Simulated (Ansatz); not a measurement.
# Ag: energies, forces and stress near the listed structure

A set of self-consistent runs on Ag under moves of single atoms, further strains and shifts, swapped elements, distortions that keep the symmetry, to map its energy surface near the listed cell.

Computed with Ansatz 0.2.0 (DFT PBE, scalar-relativistic, plane waves, PAW, unless a step's input says otherwise).

1 further run of the same task is left out (set aside as unsound or not needed).

## (1) The structure to begin with

The structure is hexagonal, space group P6_3/mmc (No. 194). The conventional cell has a = 2.930 Å, b = 2.930 Å, c = 4.790 Å, α = 90.00°, β = 90.00°, γ = 120.00°. Ag (site symmetry -6m2) has 12 Ag at 2.93 Å as nearest neighbours.

Structure file:

```cif
data_structure
_symmetry_space_group_name_H-M 'P 1'
_symmetry_Int_Tables_number 1
_cell_length_a 2.9300
_cell_length_b 2.9300
_cell_length_c 4.7900
_cell_angle_alpha 90.000
_cell_angle_beta 90.000
_cell_angle_gamma 120.000
_cell_volume 35.61
loop_
_atom_site_label
_atom_site_type_symbol
_atom_site_fract_x
_atom_site_fract_y
_atom_site_fract_z
_atom_site_occupancy
Ag1 Ag 0.33333 0.66667 0.25000 1
Ag2 Ag 0.66667 0.33333 0.75000 1
```

The structure comes from the Crystallography Open Database.

## (2) A change within a subgroup

Against the listed cell: strain xx, yy, zz, yz, xz, xy = +10.0, +1.2, +0.7, +0.0, +0.0, +0.0 %; atoms moved by 0.15 Å root mean square, at most 0.15 Å.

input.yaml

```yaml
crystal:
  lattice:
    - [3.2225290887, 0.0, 0.0]
    - [-1.6112645444, 2.5687903124, 0.0]
    - [0.0, 0.0, 4.8250628]
  atoms:
    - { symbol: Ag, position: [0.3037761329, 0.6075522659, 0.25] }
    - { symbol: Ag, position: [0.6962238671, 0.3924477341, 0.75] }
basis:
  ecutwfc: 420
kpoints:
  mp_grid: { grid: [14, 14, 8] }
hamiltonian:
  xc: pbe
scf:
  occupations: { method: gaussian, width: 0.1 }
output:
  forces: true
  stress: true
  eigenvalues: true
```

Launch:

```
> ansatz run input.yaml --threads 1 --pin off --max-ram 1331MiB --backend cpu --events-out ev --progress --plain --runs-dir out
```

## (3) A change within a subgroup

input.yaml

```yaml
crystal:
  lattice:
    - [3.0348041117, -0.0902146409, 0.0]
    - [-1.5955302267, 2.496768813, 0.0]
    - [0.0, 0.0, 4.8695619]
  atoms:
    - { symbol: Ag, position: [0.311973997, 0.6647719601, 0.25] }
    - { symbol: Ag, position: [0.688026003, 0.3352280399, 0.75] }
basis:
  ecutwfc: 420
kpoints:
  mp_grid: { grid: [14, 14, 8] }
hamiltonian:
  xc: pbe
scf:
  occupations: { method: gaussian, width: 0.1 }
output:
  forces: true
  stress: true
  eigenvalues: true
```

## (4) A single atom displaced

input.yaml

```yaml
crystal:
  lattice:
    - [2.9299980804, 0.0, 0.0]
    - [-1.4649990402, 2.5374527707, 0.0]
    - [0.0, 0.0, 4.79]
  atoms:
    - { symbol: Ag, position: [0.3083077373, 0.6759397457, 0.2930480167] }
    - { symbol: Ag, position: [0.6666666667, 0.3333333333, 0.75] }
basis:
  ecutwfc: 420
kpoints:
  mp_grid: { grid: [15, 15, 8] }
hamiltonian:
  xc: pbe
scf:
  occupations: { method: gaussian, width: 0.1 }
output:
  forces: true
  stress: true
  eigenvalues: true
```

## (5) A distortion that keeps the symmetry

input.yaml

```yaml
crystal:
  lattice:
    - [2.7382004061, 0.0, 0.0]
    - [-1.369100203, 2.3713511123, 0.0]
    - [0.0, 0.0, 4.9075466]
  atoms:
    - { symbol: Ag, position: [0.3333333333, 0.6666666667, 0.25] }
    - { symbol: Ag, position: [0.6666666667, 0.3333333333, 0.75] }
basis:
  ecutwfc: 420
kpoints:
  mp_grid: { grid: [18, 18, 10] }
hamiltonian:
  xc: pbe
scf:
  occupations: { method: gaussian, width: 0.1 }
output:
  forces: true
  stress: true
  eigenvalues: true
  populations: true
```

## (6) Substitution of an element, cell strained: Ag → Rh, first probe

input.yaml

```yaml
crystal:
  lattice:
    - [3.034371644, 0.0, 0.0]
    - [-1.517185822, 2.6278429283, 0.0]
    - [0.0, 0.0, 4.960631296]
  atoms:
    - { symbol: Rh, position: [0.3333333333, 0.6666666667, 0.25] }
    - { symbol: Rh, position: [0.6666666667, 0.3333333333, 0.75] }
basis:
  ecutwfc: 420
kpoints:
  mp_grid: { grid: [6, 6, 4] }
hamiltonian:
  xc: pbe
scf:
  occupations: { method: gaussian, width: 0.1 }
output:
  forces: true
  stress: true
  eigenvalues: true
```

## (7) One element swapped, cell strained: Ag → Rh

input.yaml, as its differences from that of step 6:

```diff
@@ -11,3 +11,3 @@
 kpoints:
-  mp_grid: { grid: [6, 6, 4] }
+  mp_grid: { grid: [15, 15, 8] }
 hamiltonian:
```

## (8) A change within the space group

input.yaml

```yaml
crystal:
  lattice:
    - [3.0807757816, 0.0, 0.0]
    - [-1.5403878908, 2.6680300903, 0.0]
    - [0.0, 0.0, 4.6053934]
  atoms:
    - { symbol: Ag, position: [0.3333333333, 0.6666666667, 0.25] }
    - { symbol: Ag, position: [0.6666666667, 0.3333333333, 0.75] }
basis:
  ecutwfc: 420
kpoints:
  mp_grid: { grid: [18, 18, 10] }
hamiltonian:
  xc: pbe
scf:
  occupations: { method: gaussian, width: 0.1 }
output:
  forces: true
  stress: true
  eigenvalues: true
  populations: true
```

## (9) A distortion that keeps the symmetry

input.yaml, as its differences from that of step 8:

```diff
@@ -2,5 +2,5 @@
   lattice:
-    - [3.0807757816, 0.0, 0.0]
-    - [-1.5403878908, 2.6680300903, 0.0]
-    - [0.0, 0.0, 4.6053934]
+    - [2.9528227654, 0.0, 0.0]
+    - [-1.4764113827, 2.5572195278, 0.0]
+    - [0.0, 0.0, 5.1147141]
   atoms:
@@ -20,2 +20 @@
   eigenvalues: true
-  populations: true
```

What does the calculation give? Wanted: for each run, case; energy; pressure; largest force.

**Answer**, as computed:

```
step                                         case  energy (meV/atom)  pressure (GPa)  largest force (eV/Å)  gap on the mesh (eV)
   2                   a change within a subgroup               +0.0            -6.9                  0.07                  0.00
   3                   a change within a subgroup              -42.3            -0.3                  0.15                  0.00
   4                      a single atom displaced              -7.1*             2.7                  1.15                  0.00
   5         a distortion that keeps the symmetry             +55.9*            16.1                  0.00                  0.00
   7  one element swapped, cell strained: Ag → Rh                n/a           -34.9                  0.00                  0.00
   8              a change within the space group             -28.9*            -3.6                  0.00                  0.00
   9         a distortion that keeps the symmetry             -31.1*            -5.3                  0.00                  0.00
```

Energies are counted from step 2, with the smearing taken to zero; a star marks another k mesh, which can shift energies by itself, so starred rows don't rank against the others. Other atoms or functionals have another zero of energy (n/a). A gap of 0.00 means none on the mesh at this level.

**Reading.** Among the distorted cells of the listed formula and level the largest force, 1.15 eV/Å, comes in step 4, shared by 2 atoms. The pressure is 16.1 GPa in the smallest cell and -6.9 GPa in the largest; between them shape and moved atoms count too. The distorted cells of the listed formula and level show no gap on the mesh.
